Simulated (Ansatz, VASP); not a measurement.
MoS2 in VASP and in Ansatz

INCAR

```
SYSTEM = MoS2
ALGO = Normal
EDIFF = 1E-6
ENCUT = 520
ISIF = 2
ISMEAR = 0
LASPH = .True.
LCHARG = .True.
LELF = .True.
LREAL = .False.
LVHAR = .True.
LWAVE = .False.
NBANDS = 35
NELM = 80
PREC = Accurate
SIGMA = 0.1
```

Contents of KPOINTS:

```
k-points
0
Gamma
  6 6 2
  0 0 0
```

File POSCAR:

```
MoS2
1.0
    3.1922379100      0.0000000000      0.0000000000
   -1.5961189600      2.7645591300      0.0000000000
    0.0000000000      0.0000000000     13.3782940000
Mo S
2 4
Direct
    0.6666666700      0.3333333300      0.2500000000
    0.3333333300      0.6666666700      0.7500000000
    0.6666666700      0.3333333300      0.6330820000
    0.3333333300      0.6666666700      0.3669180000
    0.6666666700      0.3333333300      0.8669180000
    0.3333333300      0.6666666700      0.1330820000
```

Input for Ansatz:

```yaml
crystal:
  lattice:
    - [3.19223791, 0.0, 0.0]
    - [-1.59611896, 2.76455913, 0.0]
    - [0.0, 0.0, 13.378294]
  atoms:
    - { symbol: Mo, position: [0.66666667, 0.33333333, 0.25] }
    - { symbol: Mo, position: [0.33333333, 0.66666667, 0.75] }
    - { symbol: S, position: [0.66666667, 0.33333333, 0.633082] }
    - { symbol: S, position: [0.33333333, 0.66666667, 0.366918] }
    - { symbol: S, position: [0.66666667, 0.33333333, 0.866918] }
    - { symbol: S, position: [0.33333333, 0.66666667, 0.133082] }
basis:
  ecutwfc: 420
kpoints:
  mp_grid: { grid: [6, 6, 2] }
hamiltonian:
  xc: lda
scf:
  occupations: { method: gaussian, width: 0.1 }
output:
  forces: true
  stress: true
  eigenvalues: true
```

The cell is a database's computed one.

Alike in both runs: task single point; functional LDA; k mesh 6 × 6 × 2; occupations gaussian, width 0.1 eV; no spin polarisation.

|  | VASP | Ansatz |
| --- | --- | --- |
| version | VASP 6.6.1 | Ansatz 0.2.0 |
| potentials or method | VASP PAW LDA potentials, release 64 (Mo_sv, S) | scalar-relativistic, plane waves, PAW |
| plane-wave cutoff (eV) | 520 | 420 |
| valence electrons in the cell | 52 | 52 |

|  | VASP | Ansatz | Ansatz less VASP |
| --- | --- | --- | --- |
| gap on the k mesh at the Fermi level (eV) | 1.19 | 1.18 | -0.009 |
| least direct gap on the mesh (eV) | 1.62 | 1.62 | -0.006 |
| pressure (GPa) | -7.1 | -7.2 | -0.10 |
| largest component of the traceless stress (GPa) | 0.65 | 0.67 | +0.028 |
| rms of the force components (eV/Å) | 0.268 | 0.276 | +0.0084 |

Atom by atom the forces differ by 0.008 eV/Å (rms over components).

A k mesh can miss the band edges. LDA gaps usually lie below the measured ones, often by a third to a half.
